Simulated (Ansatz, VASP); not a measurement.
One calculation of GaN, two programs

```
CELL_PARAMETERS angstrom
0.00000 2.10321 2.13524
2.10321 0.00000 2.13524
2.10321 2.10321 0.00000
ATOMIC_POSITIONS crystal
Ga 0.00000 0.00000 0.00000
N 0.50000 0.50000 0.50000
```

Change from the starting cell: strain -0.015 along x and y, +0.000 along z, atoms carried along.

Alike in both runs: task single point; functional PBE; k mesh 14 × 14 × 14; occupations gaussian, width 0.05 eV; no spin polarisation.

|  | VASP | Ansatz |
| --- | --- | --- |
| version | VASP 6.6.1 | Ansatz 0.2.0 |
| potentials or method | VASP PAW PBE potentials, release 64 (Ga_d, N) | scalar-relativistic, plane waves, PAW |
| plane-wave cutoff (eV) | 520 | 420 |
| valence electrons in the cell | 18 | 18 |

VASP gave:

- gap on the k mesh at the Fermi level (eV): 0.52
- least direct gap on the mesh (eV): 2.65
- pressure (GPa): 7.3
- largest component of the traceless stress (GPa): 1.96

What did Ansatz give for the same quantities?

gap on the k mesh at the Fermi level (eV): 0.53; least direct gap on the mesh (eV): 2.65; pressure (GPa): 6.5; largest component of the traceless stress (GPa): 1.94.

The functional is the same, so the differences come from potentials, cutoffs and numerics.

A k mesh can miss the band edges.
